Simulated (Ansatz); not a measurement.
**TiAl: equation of state with r2SCAN**

The system is TiAl.

```
Ti Al
1.0
     3.17906    0.00000    0.00000
     0.00000    3.17906    0.00000
     0.00000    0.00000    3.17906
Ti Al
1 1
Direct
  0.00000 0.00000 0.00000
  0.50000 0.50000 0.50000
```

The cell comes from a database or a generator and needn't be the stable form of this composition.

| Property | Result |
| --- | --- |
| Program | Ansatz 0.2.0 |
| Task | equation of state |
| Functional | r2SCAN |
| Potentials or basis | Ansatz PAW |
| Cutoff | 500 eV |
| Density cutoff | 2000 eV |
| k mesh | 8 × 8 × 8 |
| Occupations | fermi-dirac, width 0.05 eV |
| Spin | no spin polarisation |

```yaml
Equilibrium_volume: 15.97 Å³/atom
Bulk_modulus: 120 GPa
Pressure_derivative_of_the_bulk_modulus: 3.9
```

Energy against volume, from the lowest point:
```csv
volume (Å³/atom),energy (meV/atom)
15.101,19.26
15.422,7.27
15.743,1.04
16.065,0.00
16.386,3.69
16.707,11.65
17.028,23.46
```

All runs of the series together: 10 s on 2 threads of Arm Neoverse V1 (shared host).

Caveat: the PAW data sets were made with another functional, which shifts forces and pressure a little.
